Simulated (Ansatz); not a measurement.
Ti: course of a relaxation

Theory: DFT PBEsol, scalar-relativistic, plane waves, PAW in Ansatz 0.2.0. Settings: 420 eV cutoff, 24×24×12 k-mesh, Gaussian smearing of 0.10 eV, no spin polarisation.

What was changed: biaxial strain in the a-b plane, c and atoms relaxed: -2.0 %.

Command:

```bash
ansatz run input.yaml --threads 1 --pin off --max-ram 2560MiB --backend cpu --events-out ev --progress --plain --runs-dir out
```

Input:

```yaml
crystal:
  lattice:
    - [2.8424264963, 0.0, 0.0]
    - [-1.4212132482, 2.4616135542, 0.0]
    - [0.0, 0.0, 4.646082332]
  atoms:
    - { symbol: Ti, position: [0.3333333333, 0.6666666667, 0.25] }
    - { symbol: Ti, position: [0.6666666667, 0.3333333333, 0.75] }
basis:
  ecutwfc: 420
kpoints:
  mp_grid: { grid: [24, 24, 12] }
hamiltonian:
  xc: pbesol
scf:
  occupations: { method: gaussian, width: 0.1 }
output:
  forces: true
  stress: true
  eigenvalues: true
  write_density: true
  write_potential: true
  elf: true
  volumetric_format: npy
relax:
  adjacent_minimum: "off"
  f_tol: 0.008
  max_steps: 40
  cell: { stress_tol: 0.015, fix: [a, b, gamma] }
```

F is the free energy. Steps run on the plane waves of an earlier cell, but the last one, and at times one on the way, on a freshly chosen basis, so a repeated geometry can differ a little in energy. The held parts of the cell keep their stress, so P needn't end at zero.

Steps:

```tsv
step	F − F(1) (eV)	largest force component (eV/Å)	V (Å³/atom)	P (GPa)
1	0.0000	0.000	16.254	3.52
2	-0.0005	0.000	16.358	2.70
3	-0.0005	0.000	16.338	2.86
4	-0.0005	0.000	16.338	2.86
```

Relaxed structure:

```xyz
2
Lattice="2.8424 0.0000 0.0000 -1.4212 2.4616 0.0000 0.0000 0.0000 4.6699" Properties=species:S:1:pos:R:3 pbc="T T T"
Ti    0.0000    1.6411    1.1675
Ti    1.4212    0.8205    3.5024
```

The structure is hexagonal, space group P6_3/mmc (No. 194). The conventional cell has a = 2.842 Å, b = 2.842 Å, c = 4.670 Å, α = 90.00°, β = 90.00°, γ = 120.00°. Around Ti (site symmetry -6m2) lie 12 Ti at 2.84 to 2.85 Å.

The run converged. The run took 48 s on 1 thread of Arm Neoverse V2, with other jobs on the host, peak memory 0.49 GiB.